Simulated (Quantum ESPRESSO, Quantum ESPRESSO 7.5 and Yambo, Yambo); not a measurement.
# How the form of the self-energy moves the gap of CdSe (F-43m)

Aim: compare treatments of exchange, screening and correlation for the gap of CdSe (F-43m).

Calculated with Quantum ESPRESSO 7.5 and Yambo 5.3.0; PBE and many-body steps on it, plane waves.

**The experiments to reproduce.**

- Gap 1.69 ± 0.02 eV: direct gap from (alpha E)^2 extrapolation; spectroscopic ellipsometry; 300 K; film (fully relaxed MBE film, 304 nm) on GaAs(100) (“Band gap bowing of binary alloys: Experimental results compared to theoretical tight-binding supercell calculations for CdZnSe”, 2010, arxiv:1007.2297).

### Step 1. The structure

Symmetry: F-43m, No. 216, cubic system. The conventional cell has a = 6.050 Å, b = 6.050 Å, c = 6.050 Å, α = 90.00°, β = 90.00°, γ = 90.00°. Nearest to Cd lie 4 Se at 2.62 Å. Se has 4 Cd at 2.62 Å nearest. Farther neighbours and most contacts between anions are not listed.

Coordinates:

```cif
data_structure
_symmetry_space_group_name_H-M 'P 1'
_symmetry_Int_Tables_number 1
_cell_length_a 4.2780
_cell_length_b 4.2780
_cell_length_c 4.2780
_cell_angle_alpha 60.000
_cell_angle_beta 60.000
_cell_angle_gamma 60.000
_cell_volume 55.36
loop_
_atom_site_label
_atom_site_type_symbol
_atom_site_fract_x
_atom_site_fract_y
_atom_site_fract_z
_atom_site_occupancy
Cd1 Cd 0.00000 0.00000 0.00000 1
Se2 Se 0.75000 0.75000 0.75000 1
```

The lattice is a measured one from papers, the positions are the Materials Project's; both are kept fixed.

### Step 2. Empty states on the mesh, 4×4×4 mesh, 377 bands

This step: Quantum ESPRESSO 7.5; DFT, PBE, plane waves, norm-conserving pseudopotentials.

The sums over transitions need many empty states on a uniform mesh; this step solves for them.

pw.in

```
&control
  calculation = 'nscf'
  prefix = 'x'
  outdir = 'o'
  pseudo_dir = 'pseudo'
/
&system
  ibrav = 0
  nat = 2
  ntyp = 2
  ecutwfc = 104.0
  nbnd = 377
  force_symmorphic = .true.
/
&electrons
  conv_thr = 1e-9
  electron_maxstep = 80
  diago_full_acc = .true.
  diago_thr_init = 5e-6
/
ATOMIC_SPECIES
  Cd 112.41 Cd.upf
  Se 78.971 Se.upf
CELL_PARAMETERS angstrom
  -0.0000000000 3.0250000000 3.0250000000
  3.0250000000 0.0000000000 3.0250000000
  3.0250000000 3.0250000000 -0.0000000000
ATOMIC_POSITIONS crystal
  Cd 0.0000000000 0.0000000000 0.0000000000
  Se 0.7500000000 0.7500000000 0.7500000000
K_POINTS automatic
  4 4 4 0 0 0
```

Run with:

```sh
$ OMP_NUM_THREADS=1 mpirun -n 4 pw.x -nk 4 -in pw.in > pw.out
```

Output:

```text
Program PWSCF v.7.5 starts

     This program is part of the open-source Quantum ESPRESSO suite
     for quantum simulation of materials; please cite
         "P. Giannozzi et al., J. Phys.:Condens. Matter 21 395502 (2009);
         "P. Giannozzi et al., J. Phys.:Condens. Matter 29 465901 (2017);
         "P. Giannozzi et al., J. Chem. Phys. 152 154105 (2020);
     in publications or presentations arising from this work. More details at

     Atomic positions and unit cell read from directory:
     o/x.save/

     Message from routine setup:
[...]
-198.7240-138.2021-138.2021-138.2021 -93.3810 -54.4433 -54.4431 -54.4431
[...]
59.1124  59.2374  60.0945  60.0945  61.0949  61.0949  61.8136  61.8683
     [... 36 further rows ...]
   195.0882 196.2263 196.2263 196.3015 196.3382 198.6511 198.6511 199.0444
   200.1688

          k = 0.3536 0.0000 0.0000 (  6715 PWs)   bands (ev):

     [... further k-points ...]

     highest occupied, lowest unoccupied level (ev):     8.3376    8.9804

     XML data file, pseudopotentials, collected wavefunctions

=------------------------------------------------------------------------------=
   JOB DONE.
=------------------------------------------------------------------------------=
```

It took 50 s on 4 MPI ranks of Intel Xeon 6975P-C (Granite Rapids), shared host; peak memory 1.1 GiB; 2.9 min of CPU time.

This step gave:

```yaml
gap: 0.6428 eV
k_of_the_valence_top: 0, 0, 0
k_of_the_conduction_bottom: 0, 0, 0
least_direct_gap: 0.6428 eV
k_points_computed: 8
lowest_point_of_the_top_converged_band_above_the_valence_top: 189.6279 eV
```

On this mesh the gap is 0.643 eV.

The density comes from a self-consistent run that is not shown.

### Step 3. Conversion and set-up

This step: Yambo 5.3.0; conversion and set-up on PBE, plane waves, norm-conserving pseudopotentials.

The states are converted to the many-body program's format and the q mesh is built.

Run with:

```sh
$ (cd o/x.save; p2y > p2y.log; mv SAVE ../..); yambo > setup.log
```

Output:

```text
 Yambo, version 5.3.0

 [02] CORE Variables Setup
 =========================

  [02.01] Unit cells
  ==================

  Cell kind             :  FCC
  Atoms in the cell     :  Cd  Se
  number of Cd atoms    :  1
  number of Se atoms    :  1

  List of atomic masses
  Mass of Cd    :  112.4100
  Mass of Se    :  78.97100

  List of atomic coordinates    : [cc]
  Cd1       :  0.000000  0.000000  0.000000  order 1
  Se1       :  8.574632  8.574632  8.574632  order 2

  Alat factors          :  5.716422  5.716422  5.716422 [a.u.]
  Direct lattice volume :  373.5964 [a.u.]
[...]
==========================================

 IBZ Q-points                                      :   8
 BZ  Q-points                                      :   64

 K/Q-points units:
 rlu = crystal or reduced units; cc = cartesian coordinates; iku = interal k-units

 Q [1]          [rlu]:  0.000000  0.000000  0.000000
 Q [2]          [rlu]: -0.89146E-17 -0.89146E-17  0.25000
 Q [3]          [rlu]:  0.17829E-16  0.17829E-16 -0.50000
[...]
Q [7]          [rlu]: -0.15517E-16 -0.50000     -0.50000
 Q [8]          [rlu]:  0.250000 -0.500000 -0.250000

  [03.01] X indexes
  =================

   [03.01.01] Sigma indexes
   ========================

 [06] Game Over & Game summary
```

It took 3.9 s on 1 MPI rank; peak memory 0.26 GiB.

### Step 4. G0W0, Godby-Needs plasmon pole

G0W0 replaces the xc potential by the self-energy, built once from these orbitals. Only a window of levels is corrected, while the sums run over the empty bands that the input names.

This step: G0W0 on PBE, plane waves, norm-conserving pseudopotentials.

gw2.in

```
HF_and_locXC
gw0
dyson
ppa
em1d
rim_cut
RandQpts= 1000000
RandGvec= 1 RL
EXXRLvcs= 104 Ry
VXCRLvcs= 416 Ry
Chimod= "HARTREE"
% BndsRnXp
 1 | 167 |
%
NGsBlkXp= 15.5 Ry
% LongDrXp
 1 | 1 | 1 |
%
% GbndRnge
 1 | 167 |
%
DysSolver= "n"
ExtendOut
PPAPntXp= 27.21138 eV
% QPkrange
 1 | 1 | 21 | 24 |
%
```

Run with:

```sh
$ OMP_NUM_THREADS=1 mpirun -n 4 yambo -F gw2.in -J gw2 -C gw2 > gw2.log
```

Output:

```text
 Yambo, version 5.3.0

 [02] CORE Variables Setup
 =========================

  [... cell, symmetries and grids as in the set-up ...]

  [02.05] Energies & Occupations
  ==============================

  [X] === General ===
  [X] Electronic Temperature                        :  0.000000  0.000000 [eV K]
  [X] Bosonic    Temperature                        :  0.000000  0.000000 [eV K]
  [X] Finite Temperature mode                       : no
  [X] El. density                                   :  0.79478E+24 [cm-3]
  [X] Fermi Level                                   :  8.337628 [eV]

  [X] === Gaps and Widths ===
  [X] Conduction Band Min                           :  0.642755 [eV]
  [X] Valence Band Max                              :  0.000000 [eV]
  [X] Filled Bands                                  :  22
  [X] Empty Bands                                   :    23   377
  [X] Direct Gap                                    :  0.642755 [eV]
  [X] Direct Gap localized at k                     :  1
  [X] Indirect Gap                                  :  0.642755 [eV]
  [X] Indirect Gap between kpts                     :  1  1
  [X] Last valence band width                       :  2.274404 [eV]
  [X] 1st conduction band width                     :  4.462916 [eV]

 [03] Transferred momenta grid and indexing
 ==========================================

 IBZ Q-points                                      :   8
 BZ  Q-points                                      :   64

 K/Q-points units:
 rlu = crystal or reduced units; cc = cartesian coordinates; iku = interal k-units

 Q [1]          [rlu]:  0.000000  0.000000  0.000000
 Q [2]          [rlu]: -0.89146E-17 -0.89146E-17  0.25000
 Q [3]          [rlu]:  0.17829E-16  0.17829E-16 -0.50000
 Q [4]          [rlu]:  0.77583E-17  0.25000      0.25000
 Q [5]          [rlu]:  0.88264E-17  0.25000      0.50000
 Q [6]          [rlu]:  0.17829E-16  0.25000     -0.25000
 Q [7]          [rlu]: -0.15517E-16 -0.50000     -0.50000
 Q [8]          [rlu]:  0.250000 -0.500000 -0.250000

 [04] Coloumb potential Random Integration (RIM)
 ===============================================

  [04.01] RIM initialization
  ==========================

  * Diagonal components only detected *

  8 x (sBL volume)        :  0.082994 [a.u.]
  sBZ random points       :  1000000
  Points outside the sBZ  :   7999624
  RL volume               :  0.663952 [a.u.]
  Integrated volume       :  0.663983 [a.u.]

  [04.02] RIM integrals
  =====================

  Gamma point sphere radius             :  0.079122 [a.u.]
  Points outside the sphere             :   799635
  [Int_sBZ(q=0) 1/q^2]*(Vol_sBZ)^(-1/3) =:  7.763403
                                 should be <:  7.795600

  Summary of Coulomb integrals for non-metallic bands |Q|[au] RIM/Bare

  Q [1] 0.100000E-4 0.995870 * Q [2] 0.237972 1.064105
  Q [4] 0.274787 1.063960 * Q [6] 0.388607 1.026025
  Q [5] 0.455682 1.019091 * Q [3] 0.475944 1.016476
  Q [7] 0.549573 1.013019 * Q [8] 0.614442 1.009952

 [05] Dipoles
 ============

  [05.01] Setup: observables and procedures
  =========================================

 [06] Dynamic Dielectric Matrix (PPA)
 ====================================

 [WR./gw2//ndb.pp]---------------------------------------------------------------
  Brillouin Zone Q/K grids (IBZ/BZ)                :    8   64    8   64
  RL vectors                                       :   7799 [WF]
  Coulomb cutoff potential                         : none
  Electronic Temperature                           :  0.000000 [K]
  Bosonic    Temperature                           :  0.000000 [K]
  PPA    diel. fun.  energies                      : Perdew, Burke & Ernzerhof(X)+Perdew, Burke & Ernzerhof(C)
  wavefunctions                                    : Perdew, Burke & Ernzerhof(X)+Perdew, Burke & Ernzerhof(C)
  Global Gauge                                     : length
  X matrix size                                    :   459
  X band range                                     :    1  167
  X e/h energy range                               : -1.000000 -1.000000 [eV]
  X Time ordering                                  : R
  X Hxc Kernel                                     : HARTREE
  X Drude frequency                                :  0.000000  0.000000
  X poles                                          :  100.0000 [o/o]
  RL vectors in the sum                            :   7799
  [r,Vnl] included                                 : yes
  Field direction                                  :  0.577350E-5  0.577350E-5  0.577350E-5
  BZ energy Double Grid                            : no
  BZ energy DbGd points                            : 0
  BZ Q point size factor                           : -1.000000
  X Optical Averaged directions                    : none

 [07] Local Exchange-Correlation + Non-Local Fock
 ================================================

 [VXC] Plane waves :   53497
 [EXS] Plane waves :   6855

 QP @ state[ 1 ] K range:  1  1
 QP @ state[ 1 ] b range:  21  24

 [xc] Functional : Perdew, Burke & Ernzerhof(X)+Perdew, Burke & Ernzerhof(C)
 [xc] LIBXC used to calculate xc functional
  PP Number of Atomic Species                      :  2
  NLCC RL compoments                               :   53497
  PP Number of Atomic Species                      :  2
  NLCC RL compoments                               :   53497

 [xc] E_xc :  -40.58500 [Ha]
      E_xc :  -81.17000 [Ry]

  Local XC kind (lXC) : Perdew, Burke & Ernzerhof(X)+Perdew, Burke & Ernzerhof(C)
  Non-Local XC kind (nlXC) : Hartree-Fock

  Corrections @ K [1] :  [eV]
 <21|nlXC|21> = -18.56249  0.63260E-17 <21|lXC|21> = -16.08531  0.000000
 <22|nlXC|22> = -18.56249 -0.13829E-16 <22|lXC|22> = -16.08531  0.000000
 <23|nlXC|23> = -8.137804  0.35671E-17 <23|lXC|23> = -11.74024  0.000000
 <24|nlXC|24> = -5.919469 -0.17642E-18 <24|lXC|24> = -10.49393  0.000000

 [08] Dyson equation: Newton solver
 ==================================

  [08.01] G0W0 (W PPA)
  ====================

  [  GW  ] Bands range     :    1  167
  [GW/PPA] G damping       :  0.100000 [eV]

  QP @ state[ 1 ] K range:  1  1
  QP @ state[ 1 ] b range:  21  24

   Sc/G bands                                       :    1  167
   Sc/G damping                                     :  0.100000 ev
   Sc bands terminator                              : no
   Sx RL components                                 :   6855

   QP @ state[ 1 ] K range                          :  1  1
   QP @ state[ 1 ] b range                          :  21  24
   GF energies kind                                 : Perdew, Burke & Ernzerhof(X)+Perdew, Burke & Ernzerhof(C)
   GF WF`s kind                                     : Perdew, Burke & Ernzerhof(X)+Perdew, Burke & Ernzerhof(C)
   Xs energies kind                                 : Perdew, Burke & Ernzerhof(X)+Perdew, Burke & Ernzerhof(C)
   Xs WF`s kind                                     : Perdew, Burke & Ernzerhof(X)+Perdew, Burke & Ernzerhof(C)

 [11] Game Over & Game summary
```

It took 7.9 min on 4 MPI ranks; peak memory 2.4 GiB.

Numbers from this step:

| Quantity | Value |
| --- | --- |
| G0W0 gap on the points computed | 1.306 eV |
| starting gap on the mesh | 0.6428 eV |
| k of the valence top | 0, 0, 0 |
| k of the conduction bottom | 0, 0, 0 |
| least direct G0W0 gap on the computed points | 1.306 eV |
| Z at the valence top | 0.7938 |
| Z at the conduction bottom | 0.8145 |

The gap on the mesh goes from 0.64 eV to 1.31 eV, a correction of +0.66 eV.

(Continued in part 2 of 2.)

[Paths, hosts, dates, memory and timing lines, banners, echoed tables and standing remarks are left out of the program output.]

[Logs are printed without paths, hosts, clocks, repeated set-up lines and the standing remarks that a program may print on its own settings, such as how far it seeks lower states.]

[Runs of the session that timed out or met a known fault of the program may be left out.]

[Hosts, paths, dates, database ids (printed as entryN), source tags and the programs' standing remarks are cut or masked in the printed files.]
